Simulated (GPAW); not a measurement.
Runs of GPAW 26.7.0 on C. Symmetry: P6_3/mmc, No. 194, hexagonal system. The conventional cell has a = 2.522 Å, b = 2.522 Å, c = 8.237 Å, α = 90.00°, β = 90.00°, γ = 120.00°. Around C (site symmetry 3m) lie 4 C at 1.54 Å. Around C (site symmetry 3m) lie 4 C at 1.54 Å. This is a hexagonal form of diamond, not graphite.

```csv
task,level,potentials or basis,cell,band path,band points,data set,optimizer,fmax,gap on the mesh (eV),pressure (GPa),relaxed volume (Å³/atom),largest force (eV/Å)
band structure,r4SCAN,"GPAW PAW data sets (gpaw-data 1.2.1), pw",as given,"GMKGALHA,LM,KH",80,-,-,-,(b),-3.8,-,(c)
relaxation of cell and atoms,PBE+D3,"GPAW PAW data sets (gpaw-data 1.2.1), pw",relaxed to -1 GPa,-,-,-,LBFGS,0.02 eV/Å,4.55,-1.0,-,0.01
relaxation of cell and atoms,PBEint,"PAW data sets generated in the run's folder for this functional, pw",relaxed,-,-,-,BFGS,0.02 eV/Å,4.39,0.1,(a),0.01
relaxation of cell and atoms,PW91,"PAW data sets generated in the run's folder for this functional, pw",relaxed,-,-,-,BFGS,0.05 eV/Å,4.59,-0.1,5.69,0.01
relaxation of cell and atoms,AM05,"PAW data sets generated in the run's folder for this functional, pw",relaxed,-,-,-,BFGS,0.05 eV/Å,4.46,0.2,5.59,0.01
relaxation of cell and atoms,BP86+D3,"PAW data sets generated in the run's folder for this functional, pw",relaxed to 10 GPa,-,-,-,LBFGS,0.02 eV/Å,4.65,10.3,-,0.01
band structure,vdW-DF-cx,"GPAW PAW data sets (gpaw-data 1.2.1), pw",as given,"GMKGALHA,LM,KH",80,-,-,-,4.38,-,-,0.34
```

Alike in all rows: no spin polarisation; k mesh 7 × 7 × 2; cutoff (eV) 800; smearing fermi-dirac 0.05 eV; the mesh is coarse, so values aren't converged.

Q: Fill in the values left out.

A: (a) 5.65; (b) 4.71; (c) 0.42.

Caveats: later steps reuse the first step's grids (some runs); an odd mesh through Γ misses points on the zone boundary, where band edges often lie (some runs); the PAW data sets were made with another functional, which shifts forces and pressure a little (some runs).
